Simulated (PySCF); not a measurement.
## Calculated NMR parameters of Propanal

```yaml
Formula: C3H6O
SMILES: CCC=O
InChI: InChI=1S/C3H6O/c1-2-3-4/h3H,2H2,1H3
Degrees_of_unsaturation: 1
Carbon_signals: 3
Proton_signals: 3
```

Atom-mapped SMILES (the numbers label the heavy atoms): `[CH3:1][CH2:2][CH:3]=[O:4]`; H(Xn) means a hydrogen on atom n.

[PySCF 2.14: shieldings: GIAO PBE0/pcSseg-1; couplings computed with B3LYP/pcJ-1 (without the spin–dipole term); coordinates at the PBE0-D3(BJ)/def2-SVP level; one computed conformer; non-relativistic; gas phase; equivalent nuclei averaged]

Scale: ¹H (31.27 ppm) and ¹³C (184.41 ppm) vs TMS; H2O for ¹⁷O (334.56 ppm) (reference shieldings calculated alike).

| carbon | δC, type | δH (multiplicity, J in Hz) | HMBC from (abs. J ≥ 3 Hz) | span of the C tensor (ppm) |
| --- | --- | --- | --- | --- |
| C1 | 7.0, CH3 | 1.02 (t, 8.0) | H(C3) | 8 |
| C2 | 41.9, CH2 | 2.29 (q, 8.0) | H(C3), H(C1) | 64 |
| C3 | 204.1, CH | 9.88 (s) | H(C2), H(C1) | 215 |

Other nuclei:
| atoms | nucleus | environment | δ (ppm) | σ (ppm) |
| --- | --- | --- | --- | --- |
| O4 | ¹⁷O | aldehyde oxygen | 694.9 | -360.3 |

Selected couplings (Hz, signed; the shortest-range and largest first, 30 at most; isotopes ¹³C, ¹H): ¹J(C3,H(C3)) 173.1, ¹J(C1,H(C1)) 134.8, ¹J(C2,H(C2)) 128.8, ¹J(C2,C3) 41.1, ¹J(C1,C2) 39.4, ²J(C1,C3) -2.2, ³J(H(C1),H(C2)) 8.0.

- Carbon types of the structure: 1 × CH, 1 × CH2, 1 × CH3, which accounts for all hydrogens.
- δC 204.1: aldehyde carbonyl carbon; low-lying n→π* states of the double bond to the heteroatom give a large paramagnetic term (-267 ppm).
- δC 41.9: sp3 CH2 α to a carbonyl; the adjacent C=O deshields it moderately.
- δC 7.0: methyl carbon; aliphatic region, no heteroatom directly attached.
- δH 9.88: hydrogen on an aldehyde carbonyl carbon; the formyl region, downfield of aromatic protons.
- δH 2.29: hydrogen on an sp3 CH2 α to a carbonyl; α to C=O.
- The protons at 1.02 and 2.29 share a coupling of 8.0 Hz (vicinal).

Multiplet labels drop couplings under 1 Hz and merge nearly equal ones. Unscaled 3J(H,H) at this level run about 10 % above measured values. Shifts are as computed. Against solution values, carbons near 30 ppm lie about +2 ppm off and those near 130 ppm about +5 ppm. Of 1211 compounds with measured shifts, 218 miss one by over three times the rms of a fit or turn the order of signals round; such compounds aren't used in these exercises. Couplings across =CH–CH2 type bonds come from one rotamer and its mirror image, and can be 1–2 Hz further off. Unscaled 17O shifts of doubly bonded oxygen tend to come out too high, by tens of ppm or more. Experimental scales use liquid or dissolved standards, which lie at an offset from isolated H2O (liquid H2O: subtract about 36 ppm).
